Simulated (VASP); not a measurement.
A calculation with VASP 6.6.1 of MnH2O2 (Pyrochroite) (native input, structure from a POSCAR):

Contents of INCAR:

```
SYSTEM = MnH2O2
PREC = Accurate
ENCUT = 520
EDIFF = 1E-6
ISMEAR = 0
SIGMA = 0.1
LREAL = .FALSE.
LASPH = .TRUE.
NELM = 100
ALGO = Fast
ISIF = 2
LWAVE = .FALSE.
LCHARG = .FALSE.
ISPIN = 2
MAGMOM = 4 0 0 0 0
LORBIT = 11
LMAXMIX = 4
GGA = PS
NBANDS = 26
```

Contents of KPOINTS:

```
Automatic mesh
0
G
  9 9 6
  0 0 0
```

File POSCAR:

```
MnH2O2
3.25
    1.000000000000      0.000000000000      0.000000000000
   -0.500000000000      0.866025403785      0.000000000000
    0.000000000000      0.000000000000      1.378461538462
Mn O H
1 2 2
Direct
    0.0000000000      0.0000000000      0.0000000000
    0.6666666667      0.3333333333      0.7740000000
    0.3333333333      0.6666666667      0.2260000000
    0.6666666667      0.3333333333      0.5540000000
    0.3333333333      0.6666666667      0.4460000000
```

Potentials or basis: VASP PAW PBE potentials, release 54 (Mn_pv, O, H).

The run is started by

```bash
$ cat potpaw_PBE.54/Mn_pv/POTCAR potpaw_PBE.54/O/POTCAR potpaw_PBE.54/H/POTCAR > POTCAR
$ mpirun -np 1 vasp_std > vasp.out
```

Question: Write the same calculation in another form: ASE script, structure typed inline.

Answer: As run:

The input run.py:

```python
from ase import Atoms
from ase.calculators.vasp import Vasp
from ase.dft.bandgap import bandgap

atoms = Atoms(
    ['Mn', 'O', 'O', 'H', 'H'],
    cell=[[3.25, 0.0, 0.0], [-1.625, 2.8145825623, 0.0], [0.0, 0.0, 4.48]],
    scaled_positions=[[0.0, 0.0, 0.0], [0.6666666667, 0.3333333333, 0.774], [0.3333333333, 0.6666666667, 0.226], [0.6666666667, 0.3333333333, 0.554], [0.3333333333, 0.6666666667, 0.446]],
    pbc=True,
)
atoms.set_initial_magnetic_moments([4.0, 0.0, 0.0, 0.0, 0.0])
calc = Vasp(
    directory='calc',
    xc='pbesol',
    pp='PBE',
    setups='recommended',
    pp_version='54',
    prec='Accurate',
    encut=520,
    ediff=1e-06,
    ismear=0,
    sigma=0.1,
    lreal=False,
    lasph=True,
    nelm=120,
    algo='Fast',
    isif=2,
    lwave=False,
    lcharg=False,
    ispin=2,
    lorbit=11,
    lmaxmix=4,
    kpts=[9, 9, 6],
    gamma=True,
    nbands=26,
)
atoms.calc = calc

print('energy (eV):', atoms.get_potential_energy())
print('free energy (eV):', atoms.get_potential_energy(force_consistent=True))
print('forces (eV/A):')
print(atoms.get_forces())
print('stress (eV/A^3, Voigt):', atoms.get_stress())
print('Fermi level (eV):', calc.get_fermi_level())
print('moment (muB):', atoms.get_magnetic_moment())
print('site moments (muB):', atoms.get_magnetic_moments())
gap, top, bottom = bandgap(calc)
print('band gap (eV):', gap, 'from (spin, k, band)', top, 'to', bottom)
```

Potentials or basis: VASP PAW PBE potentials, release 54 (Mn_pv, O, H).

The run is started by

```sh
$ python run.py
```

Both were run:

|  | native input, structure from a POSCAR | ASE script, structure typed inline |
| --- | --- | --- |
| Pressure | 6.5 GPa | 6.5 GPa |
| Largest force | 0.818 eV/Å | 0.818 eV/Å |
| Band gap on the k mesh | 0.12 eV, indirect (least direct gap 0.30 eV) | 0.12 eV, indirect (least direct gap 0.30 eV) |
| Net moment | 5.00 μB per cell | 5.00 μB per cell |
| Site moments | Mn +4.47; O +0.10; H +0.01 μB | Mn +4.47; O +0.10; H +0.01 μB |
| Valence electrons inside the program's atomic spheres | Mn 11.40; O 5.11; H 0.72 | Mn 11.40; O 5.11; H 0.72 |

Keys that steer only the numerical path or the files written may differ.

Caveat: the PAW data sets were made with another functional, which shifts forces and pressure a little; an odd mesh through Γ misses points on the zone boundary, where band edges often lie; a cell with one magnetic atom can't hold antiferromagnetic order, which such compounds often take.
